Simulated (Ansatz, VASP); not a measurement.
Al2O3 in VASP and in Ansatz

INCAR

```
ALGO     = Fast           # electronic algorithm
EDIFF    = 1E-6           # SCF threshold, eV
ENCUT    = 520            # plane-wave cutoff, eV
GGA      = PS             # functional
ISIF     = 2              # what is computed and relaxed
ISMEAR   = 0              # smearing method
LASPH    = T              # aspherical terms in the spheres
LCHARG   = F              # write CHGCAR
LREAL    = Auto         
LWAVE    = F              # write WAVECAR
NBANDS   = 49             # bands
NELM     = 100            # most SCF steps
PREC     = Accurate       # precision mode
SIGMA    = 0.02           # smearing width, eV
```

File KPOINTS:

```
k-points
0
Gamma
  4 3 4
```

File POSCAR:

```
Al2O3
1.0
    5.4609290000      0.1089250000      0.3468920000
    0.0892170000      5.8030100000     -0.1617920000
    0.3304230000     -0.1780360000      5.2370090000
Al O
6 9
Direct
    0.3294731954      0.4491579876      0.3013142121
    0.7662438601      0.6208579436      0.4034256699
    0.3047464024      0.1244364033      0.7310936269
    0.1804911093      0.6327559383      0.8066956774
    0.8550837440      0.1417011225      0.0219264958
    0.4619651076      0.9356210785      0.1759681454
    0.5674536314      0.0608815595      0.8786752783
    0.7630118487      0.8967601847      0.2586440914
    0.6833118473      0.3925678931      0.1869783234
    0.0694350810      0.9328706520      0.8203594032
    0.0303411082      0.5320129900      0.5265184465
    0.1362022234      0.3401925678      0.9524484815
    0.4639064118      0.6084353165      0.5805030196
    0.3114853732      0.1501553530      0.3989069162
    0.3054993839      0.6932381177      0.1113070564
```

Input for Ansatz:

```yaml
crystal:
  lattice:
    - [5.460929, 0.108925, 0.346892]
    - [0.089217, 5.80301, -0.161792]
    - [0.330423, -0.178036, 5.237009]
  atoms:
    - { symbol: Al, position: [0.3294731954, 0.4491579876, 0.3013142121] }
    - { symbol: Al, position: [0.7662438601, 0.6208579436, 0.4034256699] }
    - { symbol: Al, position: [0.3047464024, 0.1244364033, 0.7310936269] }
    - { symbol: Al, position: [0.1804911093, 0.6327559383, 0.8066956774] }
    - { symbol: Al, position: [0.855083744, 0.1417011225, 0.0219264958] }
    - { symbol: Al, position: [0.4619651076, 0.9356210785, 0.1759681454] }
    - { symbol: O, position: [0.5674536314, 0.0608815595, 0.8786752783] }
    - { symbol: O, position: [0.7630118487, 0.8967601847, 0.2586440914] }
    - { symbol: O, position: [0.6833118473, 0.3925678931, 0.1869783234] }
    - { symbol: O, position: [0.069435081, 0.932870652, 0.8203594032] }
    - { symbol: O, position: [0.0303411082, 0.53201299, 0.5265184465] }
    - { symbol: O, position: [0.1362022234, 0.3401925678, 0.9524484815] }
    - { symbol: O, position: [0.4639064118, 0.6084353165, 0.5805030196] }
    - { symbol: O, position: [0.3114853732, 0.150155353, 0.3989069162] }
    - { symbol: O, position: [0.3054993839, 0.6932381177, 0.1113070564] }
basis:
  ecutwfc: 420
kpoints:
  mp_grid: { grid: [4, 3, 4] }
hamiltonian:
  xc: pbesol
scf:
  occupations: { method: gaussian, width: 0.02 }
  n_extra_bands: 8
output:
  forces: true
  stress: true
  eigenvalues: true
  populations: true
  dos:
    method: { smearing: { sigma: 0.1, scheme: gaussian } }
    projected: true
    de: 0.02
  write_density: true
  write_potential: true
  elf: true
  volumetric_format: npy
```

Alike in both runs: task single point; functional PBEsol; k mesh 4 × 3 × 4; occupations gaussian, width 0.02 eV; no spin polarisation.

|  | VASP | Ansatz |
| --- | --- | --- |
| version | VASP 6.6.1 | Ansatz 0.2.0 |
| potentials or method | VASP PAW PBE potentials, release 64 (Al, O) | scalar-relativistic, plane waves, PAW |
| plane-wave cutoff (eV) | 520 | 420 |
| valence electrons in the cell | 72 | 72 |

```csv
,VASP,Ansatz,Ansatz less VASP
gap on the k mesh at the Fermi level (eV),3.94,3.94,+0.001
least direct gap on the mesh (eV),3.94,3.94,+0.001
rms of the force components (eV/Å),0.016,0.004,-0.0118
```

Atom by atom the forces differ by 0.015 eV/Å (rms over components).

Caveats: the PAW data sets were made with another functional, which shifts forces and pressure a little (VASP). PBEsol gaps usually lie below the measured ones, often by a third to a half.
